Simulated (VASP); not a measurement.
The system is C.

```
C
1.0
     2.46100    0.00000    0.00000
    -1.23050    2.13129    0.00000
     0.00000    0.00000    6.70800
C
4
Direct
  0.00000 0.00000 0.25000
  0.33333 0.66667 0.25000
  0.00000 0.00000 0.75000
  0.33333 0.66667 0.75000
```

The cell was built by a generator and needn't be a form met in nature.

Base run:

| Quantity | Value |
| --- | --- |
| Program | VASP 6.6.1 |
| Functional | vdW-DF |
| Potentials or basis | VASP PAW PBE potentials, release 64 (C) |
| Cutoff | 520 eV |
| k mesh | 16 × 16 × 4 |
| Occupations | fermi-dirac, width 0.05 eV |
| Spin | no spin polarisation |

Its results: band gap on the k mesh 0.12 eV; pressure 7.1 GPa.

The run is repeated on the same cell with these changes: functional from vdW-DF to vdW-DF2. What comes out?

Band gap on the k mesh 0.16 eV; pressure 6.3 GPa.

Caveats: the PAW data sets were made with another functional, which shifts forces and pressure a little.

A k mesh can miss the band edges.
